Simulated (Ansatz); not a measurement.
# SnO2: a shear that moves c along a

How does SnO2 answer a shear that moves c along a between +0 and +9 %? At each strain the cell is held and the atoms relax, within the symmetry that is left.

Computed with Ansatz 0.2.0 (DFT r2SCAN, scalar-relativistic, plane waves, PAW, unless a step's input says otherwise).

2 further runs of the same task are left out: 2 set aside as unsound or not needed.

## (1) The structure to begin with

Symmetry: P4_2/mnm, No. 136, tetragonal system. Conventional cell: a = 4.759 Å, b = 4.759 Å, c = 3.201 Å, α = 90.00°, β = 90.00°, γ = 90.00°. Sn (site symmetry mmm) is surrounded by 6 O at 2.06 to 2.07 Å. O (site symmetry m2m) has 3 Sn at 2.06 to 2.07 Å in its first shell of neighbours.

Coordinates:

```
CELL_PARAMETERS angstrom
4.75920 0.00000 0.00000
0.00000 4.75920 0.00000
0.00000 0.00000 3.20127
ATOMIC_POSITIONS crystal
Sn 0.50000 0.50000 0.50000
Sn 0.00000 0.00000 0.00000
O 0.19406 0.80594 0.50000
O 0.80594 0.19406 0.50000
O 0.30594 0.30594 0.00000
O 0.69406 0.69406 0.00000
```

It goes back to an entry of the Materials Project.

This cell was relaxed beforehand with the same method: volume 12.08 Å³/atom, gap on the mesh 1.77 eV.

The unstrained cell comes from an earlier run at this level (6 atoms, E(σ→0) -14352.4279 eV, gap 1.77 eV over the zone).

## (2) At +1.5 %

input.yaml

```yaml
crystal:
  lattice:
    - [4.7592005654, 0.0, 0.0]
    - [0.0, 4.7592005654, 0.0]
    - [0.0480190495, 0.0, 3.2012699648]
  atoms:
    - { symbol: Sn, position: [0.5, 0.5, 0.5] }
    - { symbol: Sn, position: [0.0, 0.0, 0.0] }
    - { symbol: O, position: [0.1940616415, 0.8059383585, 0.5] }
    - { symbol: O, position: [0.8059383585, 0.1940616415, 0.5] }
    - { symbol: O, position: [0.3059383585, 0.3059383585, 0.0] }
    - { symbol: O, position: [0.6940616415, 0.6940616415, 0.0] }
basis:
  ecutwfc: 500
kpoints:
  mp_grid: { grid: [6, 6, 8] }
hamiltonian:
  xc: r2scan
scf:
  occupations: { method: gaussian, width: 0.02 }
output:
  forces: true
  stress: true
  eigenvalues: true
relax:
  adjacent_minimum: "off"
  f_tol: 0.008
  max_steps: 40
```

Run with:

```bash
$ ansatz run input.yaml --threads 1 --pin off --max-ram 2560MiB --backend cpu --events-out ev --progress --plain --runs-dir out
```

Further runs follow: band edges over the zone at +1.5 %; the cell strained by +3.0 %; the gap over the whole zone at +3.0 %; the cell strained by +4.5 %; band edges over the zone at +4.5 %; At +6.0 %; the gap over the whole zone at +6.0 %; strain +9.0 %; seeking the band edges at +9.0 %.

**Question.** What will these runs give?

**Answer**, as computed:

| quantity | value |
| --- | --- |
| largest energy cost | 30.2 meV/atom at +9.0 % |
| (1/V) d²E/dε², parabola through all points | 98 GPa |

**Reading.** A parabola through all points has a curvature of 98 GPa, a rough value of the shear constant of this plane and direction.
